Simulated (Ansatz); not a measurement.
A (110) slab of SiNi3 (Pm-3m (No. 221)), 9 planes, outer planes SiNi (top) and SiNi (bottom), with 18 atoms (Si5Ni13) in a surface cell of A = 16.943 Å², as cut from the bulk:

```
CELL_PARAMETERS angstrom
3.46125 0.00000 0.00000
0.00000 4.89494 0.00000
0.00000 0.00000 24.78988
ATOMIC_POSITIONS crystal
Si 0.00000 0.50000 0.30254
Ni 0.00000 0.00000 0.30254
Ni 0.50000 0.75000 0.35191
Ni 0.50000 0.25000 0.35191
Si 0.00000 0.00000 0.40127
Ni 0.00000 0.50000 0.40127
Ni 0.50000 0.25000 0.45064
Ni 0.50000 0.75000 0.45064
Si 0.00000 0.50000 0.50000
Ni 0.00000 0.00000 0.50000
Ni 0.50000 0.75000 0.54936
Ni 0.50000 0.25000 0.54936
Si 0.00000 0.00000 0.59873
Ni 0.00000 0.50000 0.59873
Ni 0.50000 0.25000 0.64809
Ni 0.50000 0.75000 0.64809
Si 0.00000 0.50000 0.69746
Ni 0.00000 0.00000 0.69746
```

Computed with Ansatz, DFT PBEsol, scalar-relativistic, plane waves, PAW. Settings: cutoff 420 eV, Γ-centred mesh 10×7×1 on the computed 18-atom cell, Gaussian smearing of 0.10 eV; no spin polarisation.

The relaxed slab holds 4.33 formula units of SiNi3 and 0.67 further Si. Against those formula units in the bulk and the further Si in its standard state it lies 4.015 eV higher. The formation energy of SiNi3 from the standard states is -2.121 eV a formula unit (uncorrected, no zero-point or thermal terms).

Q: Over what range can the chemical potential of Si vary, and what is the surface energy at both ends?

A: In contact with the bulk, μ(Si) + 3μ(Ni) is fixed. With Δμ counted from the standard states, Δμ(Si) ≤ 0 keeps elemental Si from forming, and Δμ(Ni) ≤ 0 requires Δμ(Si) ≥ ΔH = -2.121 eV. Other compounds of Si and Ni can narrow this range. Then γ, the mean of both faces, = [4.015 eV − 0.67·Δμ(Si)]/(2A). At the Si-rich end (Δμ = 0): 4.015/(2 × 16.943) × 16.02 = 1.90 J/m². At the Si-poor end: (4.015 + 1.414)/(2 × 16.943) × 16.02 = 2.57 J/m².

Q: How does its energy depend on growth conditions?

A: It carries an excess of Si, so its energy falls by 0.32 J/m² for each eV that μ(Si) rises: Si-rich conditions lower it; whether it appears depends on the other terminations.

The slab was run without spin polarisation; whether its Ni atoms carry moments at the surface wasn't tested.